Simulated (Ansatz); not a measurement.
Runs of Ansatz 0.2.0 on Mg. The structure is hexagonal, space group P6_3/mmc (No. 194). The conventional cell has a = 3.209 Å, b = 3.209 Å, c = 5.210 Å, α = 90.00°, β = 90.00°, γ = 120.00°. Mg (site symmetry -6m2) has 12 Mg at 3.20 to 3.21 Å as nearest neighbours. 

```csv
level,gap on the mesh (eV),pressure (GPa),relaxed volume (Å³/atom)
PBEsol+D3(BJ),none,0.0,(a)
PBEsol+D3(BJ)-ATM,none,0.0,21.55
PBEsol,none,0.0,22.57
PBEsol+D4,none,0.0,23.23
```

Alike in all rows: task relaxation of cell and atoms; potentials or basis Ansatz PAW; no spin polarisation; cell relaxed; k mesh 10 × 10 × 5; cutoff (eV) 420; smearing fermi-dirac 0.05 eV.

**Question.** Fill in the values left out.

**Answer.** (a) 21.41.

Caveats: the plane-wave basis is chosen anew once the cell has moved, so the energies of steps on either side of that aren't comparable; the PAW data sets come from PBE, with cores solved anew for the run's functional, which leaves a small shift of forces and pressure; pairwise dispersion overbinds metals, which lowers pressure and volume (some runs).

A gap of «none» marks a metal or a gap under the smearing width.
